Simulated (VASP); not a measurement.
# Cd (Fm-3m) in VASP: notebook, part 2 of 2

VASP 6.6.1. The steps go on from the part before.

### 3 Single point, PBE, non-collinear spin, zero start, spin-orbit coupling

This run uses another cell than the first one, of 22.83 Å³/atom, 1.056 times its volume.

Input file INCAR:

```
SYSTEM = Cd
PREC = Accurate
ENCUT = 520
EDIFF = 1E-6
ISMEAR = 0
SIGMA = 0.05
LREAL = .False.
LASPH = .True.
NELM = 150
ALGO = Normal
ISIF = 2
LWAVE = .False.
LCHARG = .False.
MAGMOM = 0 0 0
LORBIT = 11
LSORBIT = .True.
GGA_COMPAT = .False.
LORBMOM = .True.
GGA = PE
NBANDS = 23
```

Input file KPOINTS:

```
regular mesh
0
Gamma
  16 16 16
  0 0 0
```

Input file POSCAR:

```
Cd
1.0
    0.0000000000      2.2515775346      2.2515775346
    2.2515775346      0.0000000000      2.2515775346
    2.2515775346      2.2515775346      0.0000000000
Cd
1
Direct
    0.0000000000      0.0000000000      0.0000000000
```

Potentials or basis: VASP PAW PBE potentials, release 64 (Cd).

Run with:

```
$ cat potpaw_PBE.64/Cd/POTCAR > POTCAR
$ mpirun -np 1 vasp_ncl > vasp.out
```

OUTCAR:

```text
SYSTEM = Cd
   PREC = Accurate
   ENCUT = 520
   EDIFF = 1E-6
   ISMEAR = 0
   LREAL = .False.
   LASPH = .True.
   NELM = 150
   ISIF = 2
   LORBIT = 11
   LSORBIT = .True.
   GGA = PE

 ion  position               nearest neighbor table
   1  0.000  0.000  0.000-

  LATTYP: Found a face centered cubic cell.
 ALAT       =     4.5031550692

  Lattice vectors:

 A1 = (   0.0000000000,   2.2515775346,   2.2515775346)
 A2 = (   2.2515775346,   0.0000000000,   2.2515775346)
 A3 = (   2.2515775346,   2.2515775346,   0.0000000000)

Analysis of symmetry for initial positions (statically):
=====================================================================
 Subroutine PRICEL returns:
 Original cell was already a primitive cell.

 Routine SETGRP: Setting up the symmetry group for a
 face centered cubic supercell.

 Subroutine GETGRP returns: Found 48 space group operations
 (whereof 48 operations were pure point group operations)
 out of a pool of 48 trial point group operations.

The static configuration has the point symmetry O_h .

Analysis of symmetry for dynamics (positions and initial velocities):
=====================================================================
 Subroutine PRICEL returns:
 Original cell was already a primitive cell.

 Routine SETGRP: Setting up the symmetry group for a
 face centered cubic supercell.

 Subroutine GETGRP returns: Found 48 space group operations
 (whereof 48 operations were pure point group operations)
 out of a pool of 48 trial point group operations.

The dynamic configuration has the point symmetry O_h .

Analysis of structural, dynamic, and magnetic symmetry:
=====================================================================
 Subroutine PRICEL returns:
 Original cell was already a primitive cell.

 Routine SETGRP: Setting up the symmetry group for a
 face centered cubic supercell.

 Subroutine GETGRP returns: Found 48 space group operations
 (whereof 48 operations were pure point group operations)
[... 792 lines left out ...]
  in kB        2.7730471      2.7730471      2.7730471     -0.0000000     -0.0000000      0.0000000
  external PRESSURE =       2.7730471 kB  Pullay stress =       0.0000000 kB

 VOLUME and BASIS-vectors are now :
 -----------------------------------------------------------------------------
  energy-cutoff  :      520.00
  volume of cell :       22.83
      direct lattice vectors                 reciprocal lattice vectors
     0.000000000  2.251577535  2.251577535    -0.222066525  0.222066525  0.222066525
     2.251577535  0.000000000  2.251577535     0.222066525 -0.222066525  0.222066525
     2.251577535  2.251577535  0.000000000     0.222066525  0.222066525 -0.222066525

 POSITION                                       TOTAL-FORCE (eV/Angst)
 -----------------------------------------------------------------------------------
      0.00000      0.00000      0.00000         0.000000      0.000000      0.000000
 -----------------------------------------------------------------------------------
    total drift:                               -0.000000      0.000000     -0.000000

  FREE ENERGIE OF THE ION-ELECTRON SYSTEM (eV)
  ---------------------------------------------------
  free  energy   TOTEN  =        -0.7650099467 eV

  energy  without entropy=       -0.7642512535  energy(sigma->0) =       -0.76463060

 orbital moment (x)

 # of ion     p       d       tot
 ----------------------------------------
  1         0.000  -0.000  -0.000
 ----------------------------------------
            0.000  -0.000  -0.000

 orbital moment (y)

 # of ion     p       d       tot
 ----------------------------------------
  1         0.000  -0.000  -0.000
 ----------------------------------------
            0.000  -0.000  -0.000

 orbital moment (z)

 # of ion     p       d       tot
 ----------------------------------------
  1        -0.000   0.000  -0.000
 ----------------------------------------
           -0.000   0.000  -0.000

 Spin-Orbit-Coupling matrix elements

 Ion:    1  E_soc:     -0.0571608
 l=   1
     0.0000000    -0.0024056    -0.0024056
    -0.0024056     0.0000000    -0.0024056
    -0.0024056    -0.0024056     0.0000000
 l=   2
     0.0000000    -0.0014048     0.0000000    -0.0014048    -0.0057164
    -0.0014048     0.0000000    -0.0042873    -0.0014048    -0.0014291
     0.0000000    -0.0042873     0.0000000    -0.0042873     0.0000000
    -0.0014048    -0.0014048    -0.0042873     0.0000000    -0.0014291
    -0.0057164    -0.0014291     0.0000000    -0.0014291     0.0000000
 l=   3
     0.0000000     0.0000000     0.0000000     0.0000000     0.0000000     0.0000000     0.0000000
     0.0000000     0.0000000     0.0000000     0.0000000     0.0000000     0.0000000     0.0000000
     0.0000000     0.0000000     0.0000000     0.0000000     0.0000000     0.0000000     0.0000000
     0.0000000     0.0000000     0.0000000     0.0000000     0.0000000     0.0000000     0.0000000
     0.0000000     0.0000000     0.0000000     0.0000000     0.0000000     0.0000000     0.0000000
     0.0000000     0.0000000     0.0000000     0.0000000     0.0000000     0.0000000     0.0000000
     0.0000000     0.0000000     0.0000000     0.0000000     0.0000000     0.0000000     0.0000000

 total charge

# of ion       s       p       d       tot
------------------------------------------
    1        0.539   0.258   9.492  10.289

 magnetization (x)

# of ion       s       p       d       tot
------------------------------------------
    1       -0.000  -0.000   0.000  -0.000

 magnetization (y)

# of ion       s       p       d       tot
------------------------------------------
    1        0.000  -0.000   0.000  -0.000

 magnetization (z)

# of ion       s       p       d       tot
------------------------------------------
    1        0.000   0.000   0.000   0.000
```

stdout:

```text
POSCAR found type information on POSCAR Cd
 POSCAR found :  1 types and       1 ions
 scaLAPACK will be used
 LDA part: xc-table for (Slater+PW92), standard interpolation
 POSCAR, INCAR and KPOINTS ok, starting setup
 FFT: planning ... GRIDC
 FFT: planning ... GRID_SOFT
 FFT: planning ... GRID
 WAVECAR not read
 entering main loop
```

Wall time 76 s (1 thread of Intel Xeon Platinum 8488C (Sapphire Rapids), shared host); peak memory 0.26 GiB.

Results:

```
Free energy                                           : -0.7650 eV
Pressure                                              : 0.3 GPa
Net moment                                            : 0.00 μB per cell
Valence electrons inside the program's atomic spheres : Cd 10.29
```

Moments on the atoms (μB; x, y, z):
```
Cd  0.00 0.00 0.00
```

### 4 Single point, PBE

This run uses another cell than the first one, of 22.02 Å³/atom, 1.019 times its volume.

Input file INCAR:

```
  PREC = Accurate
  ENCUT = 520
  EDIFF = 1E-6
  ISMEAR = 0
  SIGMA = 0.05
  LREAL = False
  LASPH = True
  NELM = 100
  ALGO = Normal
  ISIF = 2
  LWAVE = False
  LCHARG = True
  GGA = PE
  LELF = True
  LVHAR = True
  NBANDS = 12
```

Input file KPOINTS:

```
regular mesh
0
Gamma
  8 8 8
```

Input file POSCAR:

```
Cd
1.0
    0.0000000000      2.2245074157      2.2245074157
    2.2245074157      0.0000000000      2.2245074157
    2.2245074157      2.2245074157      0.0000000000
Cd
1
Direct
    0.0000000000      0.0000000000      0.0000000000
```

Potentials or basis: VASP PAW PBE potentials, release 64 (Cd).

Run with:

```
$ cat potpaw_PBE.64/Cd/POTCAR > POTCAR
$ mpirun -np 1 vasp_std > vasp.out
```

OUTCAR:

```text
PREC = Accurate
   ENCUT = 520
   EDIFF = 1E-6
   ISMEAR = 0
   LREAL = False
   LASPH = True
   NELM = 100
   ISIF = 2
   GGA = PE

 ion  position               nearest neighbor table
   1  0.000  0.000  0.000-

  LATTYP: Found a face centered cubic cell.
 ALAT       =     4.4490148314

  Lattice vectors:

 A1 = (   0.0000000000,   2.2245074157,   2.2245074157)
 A2 = (   2.2245074157,   0.0000000000,   2.2245074157)
 A3 = (   2.2245074157,   2.2245074157,   0.0000000000)

Analysis of symmetry for initial positions (statically):
=====================================================================
 Subroutine PRICEL returns:
 Original cell was already a primitive cell.

 Routine SETGRP: Setting up the symmetry group for a
 face centered cubic supercell.

 Subroutine GETGRP returns: Found 48 space group operations
 (whereof 48 operations were pure point group operations)
 out of a pool of 48 trial point group operations.

The static configuration has the point symmetry O_h .

Analysis of symmetry for dynamics (positions and initial velocities):
=====================================================================
 Subroutine PRICEL returns:
[... 168 lines left out ...]
      4      -5.9486      2.00000
      5      -5.8934      2.00000
      6      -5.8934      2.00000
      7      16.6426      0.00000
      8      17.6447      0.00000
      9      17.6447      0.00000
     10      17.6447      0.00000
     11      20.9988      0.00000
     12      20.9988      0.00000
[... 331 lines left out ...]
 k-point    24 :      -0.3750    0.2500    0.1250
  band No.  band energies     occupation
      1      -6.5619      2.00000
      2      -6.4593      2.00000
      3      -6.0346      2.00000
      4      -5.9609      2.00000
      5      -5.5547      2.00000
      6       1.9794      2.00000
      7       2.1269      2.00000
      8       9.9839      0.00000
      9      10.7500      0.00000
     10      16.9118      0.00000
     11      20.0397      0.00000
     12      25.0672      0.00000

 [... further k-points ...]

------------------------ aborting loop because EDIFF is reached ----------------------------------------

  FORCE on cell =-STRESS in cart. coord.  units (eV):
  Direction    XX          YY          ZZ          XY          YZ          ZX
  --------------------------------------------------------------------------------------
  -------------------------------------------------------------------------------------
  Total        0.2815119      0.2815119      0.2815119      0.0000000     -0.0000000      0.0000000
  in kB       20.4868772     20.4868772     20.4868772      0.0000000     -0.0000000      0.0000000
  external PRESSURE =      20.4868772 kB  Pullay stress =       0.0000000 kB

 VOLUME and BASIS-vectors are now :
 -----------------------------------------------------------------------------
  energy-cutoff  :      520.00
  volume of cell :       22.02
      direct lattice vectors                 reciprocal lattice vectors
     0.000000000  2.224507416  2.224507416    -0.224768862  0.224768862  0.224768862
     2.224507416  0.000000000  2.224507416     0.224768862 -0.224768862  0.224768862
     2.224507416  2.224507416  0.000000000     0.224768862  0.224768862 -0.224768862

 POSITION                                       TOTAL-FORCE (eV/Angst)
 -----------------------------------------------------------------------------------
      0.00000      0.00000      0.00000         0.000000      0.000000      0.000000
 -----------------------------------------------------------------------------------
    total drift:                                0.000000      0.000000      0.000000

  FREE ENERGIE OF THE ION-ELECTRON SYSTEM (eV)
  ---------------------------------------------------
  free  energy   TOTEN  =        -0.7299352134 eV

  energy  without entropy=       -0.7293925521  energy(sigma->0) =       -0.72966388
```

It took 5.4 s on 1 thread of Intel Xeon Platinum 8488C (Sapphire Rapids), shared host; peak memory 0.13 GiB.

What came out:

```
Free energy            : -0.7299 eV
Pressure               : 2.0 GPa
Band gap on the k mesh : none (metal or under the smearing width)
```

Levels at points of the mesh, in eV from the Fermi level:
```
           k point  band 4  band 5  band 6  band 7  band 8  band 9
(0.00, 0.00, 0.00)   -8.42   -8.37   -8.37   14.17   15.17   15.17
(0.50, 0.00, 0.00)   -8.00   -8.00   -1.99   -1.03   12.77   12.77
(0.50, 0.50, 0.00)   -7.91   -7.91   -0.48    1.65    7.06    7.06
```

### 5 Overview

| spin | cell | k mesh | gap on the mesh (eV) | pressure (GPa) |
| --- | --- | --- | --- | --- |
| off | Fm-3m, 21.61 Å³/atom | 8 × 8 × 8 | none | 3.2 |
| non-collinear, zero start, SOC | Fm-3m, 22.83 Å³/atom | 16 × 16 × 16 | - | 0.3 |
| off | Fm-3m, 22.02 Å³/atom | 8 × 8 × 8 | none | 2.0 |

Alike in all rows: task single point; level PBE; potentials or basis VASP PAW PBE potentials, release 64 (Cd); cutoff (eV) 520; smearing gaussian 0.05 eV.

Absolute energies hang on the potentials; compare differences alone.
